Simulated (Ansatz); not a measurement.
Predict the output of the script below (Ansatz 0.2.0, Python API).

Contents of `cui.extxyz`:
```text
4
Lattice="4.0229 0.0 0.0 0.0 4.0229 0.0 0.0 0.0 5.6506" Properties=species:S:1:pos:R:3 pbc="T T T"
Cu    0.00000000    0.00000000    0.00000000
Cu    2.01145000    2.01145000    0.00000000
I     0.00000000    2.01145000    1.64601978
I     2.01145000    0.00000000    4.00458022
```

`soc_cui.py`
```python
"""Levels of CuI without and with spin-orbit coupling."""

import warnings

import ansatz as az

warnings.simplefilter("ignore", az.DeckWarning)

structure = az.Crystal.from_extxyz("cui.extxyz")

base = (
    structure.calculation()
    .functional("pbesol", dispersion="d3bjatm")
    .kpoints(4, center="gamma")
    .basis(550)
    .occupations(az.OccupationsMethod.COLD)
    .band_table()
)
for label, variant in (("scalar-relativistic", base), ("spin-orbit", base.spin(soc=True))):
    summary = variant.run().report
    zero = summary["band_edges_ev"][0] if summary.get("band_edges_ev") else summary["fermi_energy_ev"]
    near = [round(e - zero, 3) for e in summary["eigenvalues_ev"][0] if abs(e - zero) < 2]
    print(label)
    print("  band edges (eV):", [round(e, 3) for e in summary.get("band_edges_ev") or []] or "none reported")
    print("  levels at k =", summary["kpoints_frac"][0], "within 2 eV of the zero:", near)
```

Output of `python soc_cui.py`:
```text
scalar-relativistic
  band edges (eV): [10.988, 12.428]
  levels at k = [0.0, 0.0, 0.0] within 2 eV of the zero: [-1.965, -1.915, -1.915, -1.598, -1.316, -0.0, 0.0, 1.44]
spin-orbit
  band edges (eV): [11.235, 12.434]
  levels at k = [0.0, 0.0, 0.0] within 2 eV of the zero: [-1.852, -1.852, -1.621, -1.621, -0.401, -0.401, 0.0, 0.0, 1.199, 1.199]
```

The computed bands are complete only to about 5.0 eV above the Fermi level. Without a Hubbard U or exact exchange, semilocal functionals often make such 3d compounds metallic or too weakly gapped. The structure is a deposited one; some such entries were measured under pressure or heat, so a shift against it needn't be the functional's error alone. Levels are Kohn-Sham eigenvalues on this mesh. With spin-orbit coupling each level holds one electron and, with inversion or at time-reversal points, comes in pairs; a window in energy can cut a split set. Finished in 56 s on 1 thread of Arm Neoverse V1 (shared host), peak memory 0.85 GiB.
